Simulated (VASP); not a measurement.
# GePt (I4/mmm) in VASP: relaxation of cell and atoms with PBE

Aim: the relaxation of cell and atoms of GePt with PBE.

All numbers are computed with VASP 6.6.1; they aren't measurements. Logs are shortened: lines on timing, memory, paths and dates and some standing lists are left out, and cuts for length are marked.

### 1 The structure

The structure is tetragonal, space group I4/mmm (No. 139). The conventional cell has a = 3.930 Å, b = 3.930 Å, c = 4.801 Å, α = 90.00°, β = 90.00°, γ = 90.00°. Ge (site symmetry 4/mmm) has 2 Pt at 2.40 Å as nearest neighbours. Pt (site symmetry 4/mmm) has 2 Ge at 2.40 Å as nearest neighbours.

The cell was built by a generator and needn't be a form met in nature.

### 2 Relaxation of cell and atoms, PBE

The input, INCAR:

```
PREC = Normal ; ENCUT = 520
EDIFF = 1E-4 ; ISMEAR = 0
SIGMA = 0.15 ; LREAL = F
LASPH = T ; NELM = 60
ALGO = Fast ; ISIF = 3
LWAVE = F ; LCHARG = F
GGA = PE ; IBRION = 2
NSW = 24 ; EDIFFG = -0.08
```

The input, KPOINTS:

```
Automatic mesh
0
Gamma
  7 7 7
```

The input, POSCAR:

```
GePt
1.0
   -1.9652133000      1.9652133000      2.4006691800
    1.9652133000     -1.9652133000      2.4006691800
    1.9652133000      1.9652133000     -2.4006691800
Ge Pt
1 1
Direct
    0.0000000000      0.0000000000      0.0000000000
    0.5000000000      0.5000000000      0.0000000000
```

Potentials or basis: VASP PAW PBE potentials, release 64 (Ge_d, Pt).

Launch:

```sh
> cat potpaw_PBE.64/Ge_d/POTCAR potpaw_PBE.64/Pt/POTCAR > POTCAR
> mpirun -np 1 vasp_std > vasp.out
```

OUTCAR:

```text
PREC = Normal
   ENCUT = 520
   EDIFF = 1E-4
   ISMEAR = 0
   LREAL = F
   LASPH = T
   NELM = 60
   ISIF = 3
   GGA = PE
   IBRION = 2
   NSW = 24
   EDIFFG = -0.08

 ion  position               nearest neighbor table
   1  0.000  0.000  0.000-   2 2.40   2 2.40   2 2.78   2 2.78   2 2.78   2 2.78
   2  0.500  0.500  0.000-   1 2.40   1 2.40   1 2.78   1 2.78   1 2.78   1 2.78

  LATTYP: Found a body centered tetragonal cell.
 ALAT       =     3.9304266000
 C/A-ratio  =     1.2215819932

  Lattice vectors:

 A1 = (  -1.9652133000,   1.9652133000,   2.4006691800)
 A2 = (   1.9652133000,  -1.9652133000,   2.4006691800)
 A3 = (   1.9652133000,   1.9652133000,  -2.4006691800)

Analysis of symmetry for initial positions (statically):
=====================================================================
 Subroutine PRICEL returns:
 Original cell was already a primitive cell.

 Routine SETGRP: Setting up the symmetry group for a
 body centered tetragonal supercell.

 Subroutine GETGRP returns: Found 16 space group operations
 (whereof 16 operations were pure point group operations)
 out of a pool of 16 trial point group operations.

The static configuration has the point symmetry D_4h.

Analysis of symmetry for dynamics (positions and initial velocities):
=====================================================================
 Subroutine PRICEL returns:
 Original cell was already a primitive cell.

 Routine SETGRP: Setting up the symmetry group for a
 body centered tetragonal supercell.

 Subroutine GETGRP returns: Found 16 space group operations
 (whereof 16 operations were pure point group operations)
 out of a pool of 16 trial point group operations.

The dynamic configuration has the point symmetry D_4h.

 Subroutine INISYM returns: Found 16 space group operations
 (whereof 16 operations are pure point group operations),
 and found     1 'primitive' translations

----------------------------------------------------------------------------------------

                                     Primitive cell

  volume of cell :      37.0861

  direct lattice vectors                    reciprocal lattice vectors
    -1.965213300  1.965213300  2.400669180     0.000000000  0.254425308  0.208275261
     1.965213300 -1.965213300  2.400669180     0.254425308  0.000000000  0.208275261
     1.965213300  1.965213300 -2.400669180     0.254425308  0.254425308  0.000000000

  length of vectors
     3.672511285  3.672511285  3.672511285     0.328802101  0.328802101  0.359811722

  position of ions in fractional coordinates (direct lattice)
     0.000000000  0.000000000  0.000000000
     0.500000000  0.500000000  0.000000000

  ion indices of the primitive-cell ions
   primitive index   ion index
                 1           1
                 2           2

----------------------------------------------------------------------------------------

 KPOINTS: Automatic mesh

Automatic generation of k-mesh.
 Grid dimensions read from file:
 generate k-points for:    7    7    7

 Generating k-lattice:

  Cartesian coordinates                     Fractional coordinates (reciprocal lattice)
     0.000000000  0.036346473  0.029753609     0.142857143  0.000000000 -0.000000000
     0.036346473  0.000000000  0.029753609     0.000000000  0.142857143 -0.000000000
     0.036346473  0.036346473  0.000000000     0.000000000  0.000000000  0.142857143

  Length of vectors
     0.046971729  0.046971729  0.051401675

  Shift w.r.t. Gamma in fractional coordinates (k-lattice)
     0.000000000  0.000000000  0.000000000

 Subroutine IBZKPT returns following result:
 ===========================================

 Found     40 irreducible k-points:

 Following reciprocal coordinates:
            Coordinates               Weight
  0.000000  0.000000  0.000000      1.000000
  0.142857  0.000000 -0.000000      8.000000
  0.285714  0.000000  0.000000      8.000000
  0.428571  0.000000  0.000000      8.000000
  0.142857  0.142857 -0.000000      8.000000
  0.285714  0.142857 -0.000000     16.000000
[... 16 lines left out ...]
 -0.142857  0.285714  0.142857      8.000000
 -0.428571  0.428571  0.142857      8.000000
 [... further k-points ...]
   k-points           NKPTS =     40   k-points in BZ     NKDIM =     40   number of bands    NBANDS=     16
   number of dos      NEDOS =    301   number of ions     NIONS =      2
   total plane-waves  NPLWV =   8000
   dimension x,y,z NGX =    20 NGY =   20 NGZ =   20
   dimension x,y,z NGXF=    40 NGYF=   40 NGZF=   40
   ions per type =               1   1
   NGX,Y,Z   is equivalent  to a cutoff of   9.05,  9.05,  9.05 a.u.
   NGXF,Y,Z  is equivalent  to a cutoff of  18.11, 18.11, 18.11 a.u.
 SYSTEM =  unknown system
   PREC   = normal    normal or accurate (medium, high low for compatibility)
   ISTART =      0    job   : 0-new  1-cont  2-samecut
   ICHARG =      2    charge: 1-file 2-atom 10-const
   ISPIN  =      1    spin polarized calculation?
   LNONCOLLINEAR =      F non collinear calculations
   LSORBIT =      F    spin-orbit coupling
   LASPH  =      T    aspherical Exc in radial PAW
   ENCUT  =  520.0 eV  38.22 Ry    6.18 a.u.   6.83  6.83  6.83*2*pi/ulx,y,z
   NELM   =     60;   NELMIN=  2; NELMDL= -5     # of ELM steps
   EDIFF  = 0.1E-03   stopping-criterion for ELM
   LREAL  =      F    real-space projection
   EDIFFG = -.8E-01   stopping-criterion for IOM
   NSW    =     24    number of steps for IOM
   IBRION =      2    ionic relax: 0-MD 1-quasi-New 2-CG
   NFREE  =      1    steps in history (QN), initial steepest desc. (CG)
   ISIF   =      3    stress and relaxation
   ISYM   =      2    0-nonsym 1-usesym 2-fastsym
   POTIM  = 0.5000    time-step for ionic-motion
   TEBEG  =    0.0;   TEEND  =   0.0 temperature during run
   PSTRESS=    0.0 pullay stress
   NELECT =      24.0000    total number of electrons
   NUPDOWN=      -1.0000    fix difference up-down
   EMIN   =  10.00;   EMAX   =-10.00  energy-range for DOS
   EFERMI =   0.00;   METHOD = LEGACY
   ISMEAR =     0;   SIGMA  =   0.15  broadening in eV -4-tet -1-fermi 0-gaus
   EFERMI_NEDOS =   21; number of points for ismear=-14 and -15
   IALGO  =     68    algorithm
   IMIX   =      4    mixing-type and parameters
     AMIX     =   0.40;   BMIX     =  1.00
     AMIX_MAG =   1.60;   BMIX_MAG =  1.00
  volume/ion in A,a.u.               =      18.54       125.13
  Fermi-wavevector in a.u.,A,eV,Ry     =   1.416037  2.675922 27.281879  2.005162
  Thomas-Fermi vector in A             =   2.537413
   LORBIT       =      0    0 simple, 1 ext, 2 COOP (PROOUT), +10 PAW based schemes
   GGA     = PE    functional components
   LHFCALC =     F    Hartree Fock is set to
   AEXX    =    0.0000 exact exchange contribution
   IVDW    =     0    specifies the selected vdW correction
   LEPSILON=     F    determine dielectric tensor
   LRPA    =     F    only Hartree local field effects (RPA)
 conjugate gradient relaxation of ions
 non-spin polarized calculation
 RMM-DIIS sequential band-by-band and
 Gauss-broadening in eV      SIGMA  =   0.15
  energy-cutoff  :      520.00
  volume of cell :       37.09
 maximum number of plane-waves:      1011
   NGX = 13   NGY = 13   NGZ = 13

--------------------------------------- Ionic step        1  -------------------------------------------

 number of electron      24.0000032 magnetization

 Free energy of the ion-electron system (eV)
  ---------------------------------------------------
  ext. energy  EPLUGINS =         0.00000000
  ---------------------------------------------------
  free energy    TOTEN  =       -10.82754056 eV

  energy without entropy =      -10.81575636  energy(sigma->0) =      -10.82164846

------------------------ aborting loop because EDIFF is reached ----------------------------------------

  FORCE on cell =-STRESS in cart. coord.  units (eV):
  Direction    XX          YY          ZZ          XY          YZ          ZX
  --------------------------------------------------------------------------------------
  -------------------------------------------------------------------------------------
  Total       -1.4123985     -1.4123985      2.7858516      0.0000000     -0.0000000      0.0000000
  in kB      -61.0177420    -61.0177420    120.3529820      0.0000000     -0.0000000      0.0000000
  external PRESSURE =      -0.5608340 kB  Pullay stress =       0.0000000 kB
[... 89 lines left out ...]
  FREE ENERGIE OF THE ION-ELECTRON SYSTEM (eV)
  ---------------------------------------------------
  free  energy   TOTEN  =       -11.0001331583 eV

  energy  without entropy=      -10.9877376865  energy(sigma->0) =      -10.99393542

[... ionic steps 4 to 9 ...]

--------------------------------------- Ionic step       10  -------------------------------------------

 number of electron      24.0000096 magnetization

------------------------ aborting loop because EDIFF is reached ----------------------------------------

  FORCE on cell =-STRESS in cart. coord.  units (eV):
  Direction    XX          YY          ZZ          XY          YZ          ZX
  --------------------------------------------------------------------------------------
  -------------------------------------------------------------------------------------
  Total       -0.4994802     -0.4994802     -0.6290263      0.0000000      0.0000000      0.0000000
  in kB      -22.5235821    -22.5235821    -28.3653402      0.0000000      0.0000000      0.0000000
  external PRESSURE =     -24.4708348 kB  Pullay stress =       0.0000000 kB
[... 57 lines left out ...]
  energy  without entropy=      -10.9927056556  energy(sigma->0) =      -10.99711780

--------------------------------------- Ionic step       12  -------------------------------------------

 number of electron      24.0000098 magnetization

 Free energy of the ion-electron system (eV)
  ---------------------------------------------------
  ext. energy  EPLUGINS =         0.00000000
  ---------------------------------------------------
  free energy    TOTEN  =       -11.02450982 eV

  energy without entropy =      -11.01423982  energy(sigma->0) =      -11.01937482

 E-fermi :   7.9960     XC(G=0): -11.9534

 val. band max:        7.9886347649   @ k =  -0.4286  -0.4286   0.4286
 cond. band min:       8.0162707576   @ k =  -0.4286   0.4286   0.0000
 fundamental gap:      0.0276359927
 Fermi energy:         7.9959747496

 k-point     1 :       0.0000    0.0000    0.0000
  band No.  band energies     occupation
      1     -16.7186      2.00000
      2     -16.7141      2.00000
      3     -16.6876      2.00000
      4     -16.6833      2.00000
      5     -16.6833      2.00000
      6      -3.8303      2.00000
[... 8 lines left out ...]
     15      14.5140      0.00000
     16      17.6763      0.00000
[... 420 lines left out ...]
  band No.  band energies     occupation
      1     -16.7155      2.00000
      2     -16.7049      2.00000
      3     -16.6850      2.00000
      4     -16.6741      2.00000
      5     -16.6640      2.00000
      6      -1.0940      2.00000
[... 8 lines left out ...]
     15      13.4578      0.00000
     16      17.5921      0.00000

 [... further k-points ...]

------------------------ aborting loop because EDIFF is reached ----------------------------------------

  FORCE on cell =-STRESS in cart. coord.  units (eV):
  Direction    XX          YY          ZZ          XY          YZ          ZX
  --------------------------------------------------------------------------------------
  -------------------------------------------------------------------------------------
  Total       -0.0535780     -0.0535780      0.1543413      0.0000000     -0.0000000      0.0000000
  in kB       -2.4292414     -2.4292414      6.9978814      0.0000000     -0.0000000      0.0000000
  external PRESSURE =       0.7131328 kB  Pullay stress =       0.0000000 kB
[... 17 lines left out ...]
  FREE ENERGIE OF THE ION-ELECTRON SYSTEM (eV)
  ---------------------------------------------------
  free  energy   TOTEN  =       -11.0245098242 eV

  energy  without entropy=      -11.0142398171  energy(sigma->0) =      -11.01937482

 reached required accuracy - stopping structural energy minimisation
```

Run time: 59 s. Hardware: 1 thread of AMD EPYC 9R14 (Zen 4), shared host; peak memory 0.12 GiB.

What came out:

```
Free energy                            : -11.0245 eV
Relaxed volume                         : 17.67 Å³/atom
Relaxed cell                           : a = 3.677 Å, b = 3.677 Å, c = 3.677 Å, α = 119.65°, β = 119.65°, γ = 90.60°
Space group after relaxing (to 0.05 Å) : I4/mmm (No. 139)
Energy gained by relaxing              : 98.5 meV/atom
Ionic steps                            : 12
Pressure after relaxing                : 0.1 GPa
Band gap on the k mesh                 : none (metal or under the smearing width)
```

Step by step:
| step | energy change (eV) | largest force (eV/Å) | pressure (GPa) | volume (Å³) |
| --- | --- | --- | --- | --- |
| 1 | 0.0000 | 0.0000 | -0.06 | 37.09 |
| 2 | -0.1588 | 0.0000 | -4.65 | 36.93 |
| 3 | -0.1726 | 0.0000 | -5.37 | 36.82 |
| 4 | -0.1645 | 0.0000 | -3.08 | 36.53 |
| 5 | -0.1755 | 0.0000 | -4.85 | 36.75 |
| 6 | -0.1343 | 0.0000 | 9.54 | 33.54 |
| 7 | -0.1942 | 0.0000 | 0.99 | 35.46 |
| 8 | -0.1932 | 0.0000 | -0.34 | 35.78 |
| 9 | -0.1931 | 0.0000 | -1.35 | 35.80 |
| 10 | -0.1972 | 0.0000 | -2.45 | 35.53 |
| 11 | -0.1740 | 0.0000 | 2.55 | 34.70 |
| 12 | -0.1970 | 0.0000 | 0.07 | 35.34 |

Final structure:
```
Ge Pt
1.0
    -1.84817    1.84817    2.58631
     1.84817   -1.84817    2.58631
     1.84817    1.84817   -2.58631
Ge Pt
1 1
Direct
  0.00000 0.00000 0.00000
  0.50000 0.50000 0.00000
```

Caveat: the relaxation stopped at a loose force limit of 0.08 eV/Å, so its end isn't a converged minimum. The run has no spin-orbit coupling, so splittings on Pt are missing.
